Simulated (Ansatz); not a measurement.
**ZnTe, response to strain**

Take ZnTe in the zinc blende structure (space group F-43m, No. 216; a = 6.113 Å) as the base. Axes: x, y, z lie along the cube axes.

Strains are applied to the cell and any free atomic positions relax; under biaxial strain the out-of-plane vector relaxes too; under stress the whole cell relaxes.

Computed with r2SCAN (Ansatz, an electronic-structure program; PAW; 500 eV plane waves; scalar-relativistic without spin-orbit coupling).

Notes on the quantities. energy relative to the base: free energy F.

| change | volume per atom | energy relative to the base | band gap | space group |
|---|---|---|---|---|
| base | 28.56 Å³ | 0 meV/atom | 1.79 eV | F-43m (No. 216) |
| biaxial strain −1.00 %, plane normal [111], relaxed out of plane | 28.16 Å³ | +1.9 meV/atom | 1.82 eV | R3m (No. 160) |
| isotropic strain −0.73 % | 27.94 Å³ | +2.2 meV/atom | 1.90 eV | F-43m (No. 216) |
| tensor shear ε_xy = −1.56 % | 28.55 Å³ | +2.9 meV/atom | 1.67 eV | Imm2 (No. 44) |
| tensor shear ε_xz = +1.32 % | 28.56 Å³ | +2.1 meV/atom | 1.69 eV | Imm2 (No. 44) |
| uniaxial stress, 3 GPa compression along x | 27.91 Å³ | +25 meV/atom | 1.61 eV | I-4m2 (No. 119) |

Spin-orbit coupling, missing from the scalar runs, can matter with Te. Beyond what the load breaks, stability against distortions was not tested.
